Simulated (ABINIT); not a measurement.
# PtSe2 (Sudovikovite) (P-3m1) in ABINIT: notebook

The runs below take PtSe2 (Sudovikovite) through single point, with PBE, LDA.

Everything below comes from runs of ABINIT 10.8.3 (patched build). Logs are shortened: lines on timing, memory, paths and dates and some standing lists are left out, and cuts for length are marked. The log counts tension as positive stress, the text compression.

## 1. The structure

Symmetry: P-3m1, No. 164, trigonal system. The conventional cell has a = 3.724 Å, b = 3.724 Å, c = 5.062 Å, α = 90.00°, β = 90.00°, γ = 120.00°. Pt (site symmetry -3m) has 6 Se at 2.49 Å as nearest neighbours. Se (site symmetry 3m) is surrounded by 3 Pt at 2.49 Å.

## 2. Single point, PBE

Contents of run.abi:

```
pp_dirpath "./"
pseudos "Pt.upf, Se.upf"

acell 3*1.0
rprim
     7.0373400881     0.0000000000     0.0000000000
    -3.5186700441     6.0945152914     0.0000000000
     0.0000000000     0.0000000000     9.5657936429
ntypat 2
znucl 78 34
natom 3
typat 1 2 2
xred
     0.0000000000     0.0000000000     0.0000000000
     0.6666666667     0.3333333333     0.7500000000
     0.3333333333     0.6666666667     0.2500000000

ecut 40.0

kptopt 1
ngkpt 6 6 4
nshiftk 1
shiftk 0.0 0.0 0.0

ixc 11

nband 30
occopt 3
tsmear 0.05 eV

nstep 100
tolvrs 1.0e-10

iomode 3
prtwf 0
prteig 0
prtebands 0
enunit 2
prtden 1
prtvha 1
prtvclmb 1
prtpot 1
prtelf 1
```

Potentials or basis: PseudoDojo NC SR PBE v0.4.1 standard.

Command:

```sh
$ mpirun --bind-to none -np 4 abinit run.abi > log 2>&1
```

run.abo:

```text
.Version 10.8.3 of ABINIT
 Symmetries : space group P-3 m 1 (#164); Bravais hP (primitive hexag.)
================================================================================
 Values of the parameters that define the memory need of the present run
     intxc =       0    ionmov =       0      iscf =       7    lmnmax =       8
     lnmax =       8     mgfft =      60  mpssoang =       4    mqgrid =    3001
     natom =       3  nloc_mem =       1    nspden =       1   nspinor =       1
    nsppol =       1      nsym =      12    n1xccc =    2501    ntypat =       2
    occopt =       3   xclevel =       2
       mpw =        4992          nfft =      121500          nkpt =          24
================================================================================
================================================================================

--------------------------------------------------------------------------------
------------- Echo of variables that govern the present computation ------------
--------------------------------------------------------------------------------
 -outvars: echo values of preprocessed input variables --------
            acell      1.0000000000E+00  1.0000000000E+00  1.0000000000E+00 Bohr
              amu      1.95080000E+02  7.89600000E+01
             ecut      4.00000000E+01 Hartree
           enunit           2
              ixc          11
         kptrlatt        6    0    0      0    6    0      0    0    4
          kptrlen      3.82631746E+01
            natom           3
            nband          30
            ngfft          45      45      60
             nkpt          24
            nstep         100
             nsym          12
           ntypat           2
           occopt           3
        prtebands           0
           prteig           0
           prtelf           1
           prtpot           1
         prtvclmb           1
           prtvha           1
            prtwf           0
            rprim      7.0373400881E+00  0.0000000000E+00  0.0000000000E+00
                      -3.5186700441E+00  6.0945152914E+00  0.0000000000E+00
                       0.0000000000E+00  0.0000000000E+00  9.5657936429E+00
          spgroup         164
           tolvrs      1.00000000E-10
           tsmear      1.83746611E-03 Hartree
            typat      1  2  2
           xangst      0.0000000000E+00  0.0000000000E+00  0.0000000000E+00
                       1.8619999987E+00  1.0750262005E+00  3.7964999974E+00
                      -1.7639288942E-11  2.1500524010E+00  1.2654999991E+00
            xcart      0.0000000000E+00  0.0000000000E+00  0.0000000000E+00
                       3.5186700440E+00  2.0315050971E+00  7.1743452322E+00
                      -3.3333425155E-11  4.0630101943E+00  2.3914484107E+00
             xred      0.0000000000E+00  0.0000000000E+00  0.0000000000E+00
                       6.6666666667E-01  3.3333333333E-01  7.5000000000E-01
                       3.3333333333E-01  6.6666666667E-01  2.5000000000E-01
            znucl       78.00000   34.00000

================================================================================

 chkinp: Checking input parameters for consistency.

================================================================================
== DATASET  1 ==================================================================

--- !DatasetInfo
iteration_state: {dtset: 1, }
dimensions: {natom: 3, nkpt: 24, mband: 30, nsppol: 1, nspinor: 1, nspden: 1, mpw: 4992, }
cutoff_energies: {ecut:  40.0, pawecutdg:  -1.0, }
electrons: {nelect:   5.00000000E+01, charge:   0.00000000E+00, occopt:   3.00000000E+00, tsmear:   1.83746611E-03, }
meta: {optdriver: 0, ionmov: 0, optcell: 0, iscf: 7, paral_kgb: 0, }
...

 Exchange-correlation functional for the present dataset will be:
  GGA: Perdew-Burke-Ernzerhof functional - ixc=11
  J.P.Perdew, K.Burke, M.Ernzerhof, PRL 77, 3865 (1996)

 Real(R)+Recip(G) space primitive vectors, cartesian coordinates (Bohr,Bohr^-1):
 R(1)=  7.0373401  0.0000000  0.0000000  G(1)=  0.1420991  0.0820410  0.0000000
 R(2)= -3.5186700  6.0945153  0.0000000  G(2)=  0.0000000  0.1640820  0.0000000
 R(3)=  0.0000000  0.0000000  9.5657936  G(3)=  0.0000000  0.0000000  0.1045392
 Unit cell volume ucvol=  4.1026901E+02 bohr^3
 Angles (23,13,12)=  9.00000000E+01  9.00000000E+01  1.20000000E+02 degrees

 getcut: wavevector=  0.0000  0.0000  0.0000  ngfft=  45  45  60
         ecut(hartree)=     40.000   => boxcut(ratio)=   2.19608
[... 60 lines left out ...]
lattice_vectors:
- [  7.0373401,   0.0000000,   0.0000000, ]
- [ -3.5186700,   6.0945153,   0.0000000, ]
- [  0.0000000,   0.0000000,   9.5657936, ]
lattice_lengths: [   7.03734,    7.03734,    9.56579, ]
lattice_angles: [ 90.000,  90.000, 120.000, ] # degrees, (23, 13, 12)
lattice_volume:   4.1026901E+02
convergence: {deltae: -1.103E-11, res2:  1.872E-11, residm:  2.758E-04, diffor: null, }
etotal    :  -3.73103946E+02
entropy   :   0.00000000E+00
fermie    :   2.98781334E-01
cartesian_stress_tensor: # hartree/bohr^3
- [ -2.60821133E-04,   2.06483084E-13,   0.00000000E+00, ]
- [  2.06483084E-13,  -2.60821134E-04,   0.00000000E+00, ]
- [  0.00000000E+00,   0.00000000E+00,  -1.92090323E-04, ]
pressure_GPa:   6.9996E+00
xred      :
- [  0.0000E+00,   0.0000E+00,   0.0000E+00, Pt]
- [  6.6667E-01,   3.3333E-01,   7.5000E-01, Se]
- [  3.3333E-01,   6.6667E-01,   2.5000E-01, Se]
cartesian_forces: # hartree/bohr
- [ -1.02032688E-28,   6.47994599E-28,  -0.00000000E+00, ]
- [ -1.02032688E-28,  -1.11926340E-27,  -1.11771153E-02, ]
- [  2.04065376E-28,   4.71268799E-28,   1.11771153E-02, ]
force_length_stats: {min:   6.55978407E-28, max:   1.11771153E-02, mean:   7.45141023E-03, }
...

 Integrated electronic density in atomic spheres:
 ------------------------------------------------
 Atom  Sphere_radius  Integrated_density
    1        2.00000         14.49826161
    2        2.00000         13.21130433
    3        2.00000         13.21130433
================================================================================

 ----iterations are completed or convergence reached----

 Mean square residual over all n,k,spin=   75.479E-08; max=  27.580E-05
 reduced coordinates (array xred) for    3 atoms
       0.000000000000      0.000000000000      0.000000000000
       0.666666666667      0.333333333333      0.750000000000
       0.333333333333      0.666666666667      0.250000000000
 rms dE/dt=  5.0402E-02; max dE/dt=  1.0692E-01; dE/dt below (all hartree)
    1       0.000000000000      0.000000000000      0.000000000000
    2       0.000000000000      0.000000000000      0.106917978889
    3      -0.000000000000      0.000000000000     -0.106917978889

 cartesian coordinates (angstrom) at end:
    1      0.00000000000000     0.00000000000000     0.00000000000000
    2      1.86199999872629     1.07502620050694     3.79649999744201
    3     -0.00000000001764     2.15005240101387     1.26549999914734

 cartesian forces (hartree/bohr) at end:
    1     -0.00000000000000     0.00000000000000    -0.00000000000000
    2     -0.00000000000000    -0.00000000000000    -0.01117711534252
    3      0.00000000000000     0.00000000000000     0.01117711534252
 frms,max,avg= 5.2689427E-03 1.1177115E-02   0.000E+00  0.000E+00  0.000E+00 h/b

 cartesian forces (eV/Angstrom) at end:
    1     -0.00000000000000     0.00000000000000    -0.00000000000000
    2     -0.00000000000000    -0.00000000000000    -0.57475037972354
    3      0.00000000000000     0.00000000000000     0.57475037972354
 frms,max,avg= 2.7093993E-01 5.7475038E-01   0.000E+00  0.000E+00  0.000E+00 e/A
 length scales=  1.000000000000  1.000000000000  1.000000000000 bohr
              =  0.529177210544  0.529177210544  0.529177210544 angstroms
 Fermi (or HOMO) energy (hartree) =   0.29878   Average Vxc (hartree)=  -0.42161
 Eigenvalues (hartree) for nkpt=  24  k points:
 kpt#   1, nband= 30, wtk=  0.00694, kpt=  0.0000  0.0000  0.0000 (reduced coord)
  -3.36406   -1.68003   -1.68003   -1.67667   -1.48819   -1.48819   -1.48812   -1.48812
  -1.48731   -1.48731   -1.48712   -1.48712   -1.48690   -1.48689   -0.27918   -0.17545
   0.03418    0.06030    0.06030    0.15107    0.15107    0.20388    0.25905    0.25905
   0.31346    0.35223    0.35223    0.43135    0.45315    0.56709
      occupation numbers for kpt#   1
   2.00000    2.00000    2.00000    2.00000    2.00000    2.00000    2.00000    2.00000
   2.00000    2.00000    2.00000    2.00000    2.00000    2.00000    2.00000    2.00000
   2.00000    2.00000    2.00000    2.00000    2.00000    2.00000    2.00000    2.00000
   0.00068    0.00000    0.00000    0.00000    0.00000    0.00000
 prteigrs : prtvol=0 or 1, do not print more k-points.

 Fermi (or HOMO) energy (eV) =   8.13025   Average Vxc (eV)= -11.47260
 Eigenvalues (   eV  ) for nkpt=  24  k points:
 kpt#   1, nband= 30, wtk=  0.00694, kpt=  0.0000  0.0000  0.0000 (reduced coord)
 -91.54068  -45.71590  -45.71590  -45.62454  -40.49578  -40.49578  -40.49369  -40.49369
 -40.47166  -40.47166  -40.46647  -40.46647  -40.46051  -40.46030   -7.59676   -4.77431
   0.93000    1.64097    1.64097    4.11070    4.11070    5.54786    7.04915    7.04915
   8.52982    9.58474    9.58474   11.73757   12.33077   15.43125
 prteigrs : prtvol=0 or 1, do not print more k-points.

--- !EnergyTerms
iteration_state     : {dtset: 1, }
comment             : Components of total free energy in Hartree
kinetic             :  1.94226617379484E+02
hartree             :  9.86395931616539E+01
xc                  : -7.22341496114391E+01
Ewald energy        : -2.18950086178412E+02
psp_core            :  1.04329974226695E+01
local_psp           : -2.86938059161103E+02
non_local_psp       : -9.82805902733598E+01
internal            : -3.73103677260507E+02
'-kT*entropy'       : -2.68724834195393E-04
total_energy        : -3.73103945985342E+02
total_energy_eV     : -1.01526755841068E+04
band_energy         : -4.48129108708152E+01
...

 Cartesian components of stress tensor (hartree/bohr^3)
  sigma(1 1)= -2.60821133E-04  sigma(3 2)=  0.00000000E+00
  sigma(2 2)= -2.60821134E-04  sigma(3 1)=  0.00000000E+00
  sigma(3 3)= -1.92090323E-04  sigma(2 1)=  2.06483084E-13

-Cartesian components of stress tensor (GPa)         [Pressure=  6.9996E+00 GPa]
- sigma(1 1)= -7.67362267E+00  sigma(3 2)=  0.00000000E+00
- sigma(2 2)= -7.67362268E+00  sigma(3 1)=  0.00000000E+00
- sigma(3 3)= -5.65149242E+00  sigma(2 1)=  6.07494206E-09

== END DATASET(S) ==============================================================
================================================================================

 -outvars: echo values of variables after computation  --------
            acell      1.0000000000E+00  1.0000000000E+00  1.0000000000E+00 Bohr
           etotal     -3.7310394599E+02
            fcart     -1.0203268809E-28  6.4799459926E-28 -0.0000000000E+00
                      -1.0203268809E-28 -1.1192633987E-27 -1.1177115343E-02
                       2.0406537617E-28  4.7126879947E-28  1.1177115343E-02
            rprim      7.0373400881E+00  0.0000000000E+00  0.0000000000E+00
                      -3.5186700441E+00  6.0945152914E+00  0.0000000000E+00
                       0.0000000000E+00  0.0000000000E+00  9.5657936429E+00
           strten     -2.6082113325E-04 -2.6082113353E-04 -1.9209032314E-04
                       0.0000000000E+00  0.0000000000E+00  2.0648308357E-13
           xangst      0.0000000000E+00  0.0000000000E+00  0.0000000000E+00
                       1.8619999987E+00  1.0750262005E+00  3.7964999974E+00
                      -1.7639288942E-11  2.1500524010E+00  1.2654999991E+00
             xred      0.0000000000E+00  0.0000000000E+00  0.0000000000E+00
                       6.6666666667E-01  3.3333333333E-01  7.5000000000E-01
                       3.3333333333E-01  6.6666666667E-01  2.5000000000E-01
 Calculation completed.
```

It took 1.7 min on 4 MPI ranks of Intel Xeon Platinum 8259CL at 2.50GHz (Skylake/Cascade Lake), shared host; peak memory 0.4 GiB.

Results:

```
Free energy                                           : -10152.6756 eV
Pressure                                              : 7.0 GPa
Largest force                                         : 0.575 eV/Å
Band gap on the k mesh                                : none (metal or under the smearing width)
Valence electrons inside the program's atomic spheres : Pt 14.50; Se 13.21
```

Forces in eV/Å, atoms in the order of the input:
```
Pt   0.000  0.000  0.000
Se   0.000  0.000 -0.575
Se   0.000  0.000  0.575
```

Spin-orbit coupling is left out, which matters for the levels of Pt.

## 3. Single point, LDA

Contents of run.abi:

```
pp_dirpath "./"
pseudos "Pt.upf, Se.upf"

acell 3*1.0 Angstrom
rprim
     3.7240000000     0.0000000000     0.0000000000
    -1.8620000000     3.2250786037     0.0000000000
     0.0000000000     0.0000000000     5.0620000000
ntypat 2
znucl 78 34
natom 3
typat 1 2 2
xcart
     0.0000000000     0.0000000000     0.0000000000
     1.8620000002     1.0750262011     3.7965000000
    -0.0000000002     2.1500524026     1.2655000000 Angstrom

ecut 40.0

kptopt 1
ngkpt 6 6 4
nshiftk 1
shiftk 0.0 0.0 0.0

ixc 7

nband 30
occopt 3
tsmear 0.05 eV

nstep 100
tolvrs 1.0e-10

iomode 3
prtwf 0
prteig 0
prtebands 0
prtden 1
prtvha 1
prtvclmb 1
prtpot 1
prtelf 1
```

Potentials or basis: PseudoDojo NC SR LDA v0.4.1 standard.

Command:

```sh
$ mpirun --bind-to none -np 4 abinit run.abi > log 2>&1
```

run.abo:

```text
.Version 10.8.3 of ABINIT
 Symmetries : space group P-3 m 1 (#164); Bravais hP (primitive hexag.)
================================================================================
 Values of the parameters that define the memory need of the present run
     intxc =       0    ionmov =       0      iscf =       7    lmnmax =       8
     lnmax =       8     mgfft =      60  mpssoang =       4    mqgrid =    3001
     natom =       3  nloc_mem =       1    nspden =       1   nspinor =       1
    nsppol =       1      nsym =      12    n1xccc =    2501    ntypat =       2
    occopt =       3   xclevel =       1
       mpw =        4992          nfft =      121500          nkpt =          24
================================================================================
================================================================================

--------------------------------------------------------------------------------
------------- Echo of variables that govern the present computation ------------
--------------------------------------------------------------------------------
 -outvars: echo values of preprocessed input variables --------
            acell      1.8897261259E+00  1.8897261259E+00  1.8897261259E+00 Bohr
              amu      1.95080000E+02  7.89600000E+01
             ecut      4.00000000E+01 Hartree
              ixc           7
         kptrlatt        6    0    0      0    6    0      0    0    4
          kptrlen      3.82631746E+01
            natom           3
[... 203 lines left out ...]
xc                  : -7.13936124214377E+01
Ewald energy        : -2.18950086030442E+02
psp_core            :  1.01502711349725E+01
local_psp           : -2.91526808529080E+02
non_local_psp       : -9.40680927728027E+01
internal            : -3.73095196843602E+02
'-kT*entropy'       : -2.92459949489968E-04
total_energy        : -3.73095489303551E+02
total_energy_eV     : -1.01524454660722E+04
band_energy         : -4.52023994407411E+01
...

 Cartesian components of stress tensor (hartree/bohr^3)
  sigma(1 1)=  1.48566111E-05  sigma(3 2)=  0.00000000E+00
  sigma(2 2)=  1.48566110E-05  sigma(3 1)=  0.00000000E+00
  sigma(3 3)=  5.43473897E-05  sigma(2 1)=  0.00000000E+00

-Cartesian components of stress tensor (GPa)         [Pressure= -8.2438E-01 GPa]
- sigma(1 1)=  4.37096589E-01  sigma(3 2)=  0.00000000E+00
- sigma(2 2)=  4.37096586E-01  sigma(3 1)=  0.00000000E+00
- sigma(3 3)=  1.59895541E+00  sigma(2 1)=  0.00000000E+00

== END DATASET(S) ==============================================================
================================================================================

 -outvars: echo values of variables after computation  --------
            acell      1.8897261259E+00  1.8897261259E+00  1.8897261259E+00 Bohr
           etotal     -3.7309548930E+02
            fcart     -2.5508172005E-29 -1.9145294965E-28 -0.0000000000E+00
                      -1.0203268802E-28 -3.2399729941E-28 -3.5920052994E-03
                       1.2754086002E-28  5.1545024907E-28  3.5920052994E-03
            rprim      3.7240000000E+00  0.0000000000E+00  0.0000000000E+00
                      -1.8620000000E+00  3.2250786037E+00  0.0000000000E+00
                       0.0000000000E+00  0.0000000000E+00  5.0620000000E+00
           strten      1.4856611100E-05  1.4856610997E-05  5.4347389719E-05
                       0.0000000000E+00  0.0000000000E+00  0.0000000000E+00
           xangst      0.0000000000E+00  0.0000000000E+00  0.0000000000E+00
                       1.8620000000E+00  1.0750262012E+00  3.7965000000E+00
                       9.4261207053E-18  2.1500524025E+00  1.2655000000E+00
             xred      0.0000000000E+00  0.0000000000E+00  0.0000000000E+00
                       6.6666666667E-01  3.3333333333E-01  7.5000000000E-01
                       3.3333333333E-01  6.6666666667E-01  2.5000000000E-01
 Calculation completed.
```

Wall time 42 s (4 MPI ranks of Intel Xeon Platinum 8488C (Sapphire Rapids), shared host); peak memory 0.36 GiB.

What came out:

```
Free energy                                           : -10152.4455 eV
Pressure                                              : -0.8 GPa
Largest force                                         : 0.185 eV/Å
Band gap on the k mesh                                : none (metal or under the smearing width)
Valence electrons inside the program's atomic spheres : Pt 14.50; Se 13.22
```

Forces on the atoms (eV/Å):
```
Pt   0.000  0.000  0.000
Se   0.000  0.000 -0.185
Se   0.000  0.000  0.185
```

Stress tensor (GPa, compression positive):
```
-0.44  0.00  0.00
 0.00 -0.44  0.00
 0.00  0.00 -1.60
```

The run has no spin-orbit coupling, so splittings on Pt are missing.
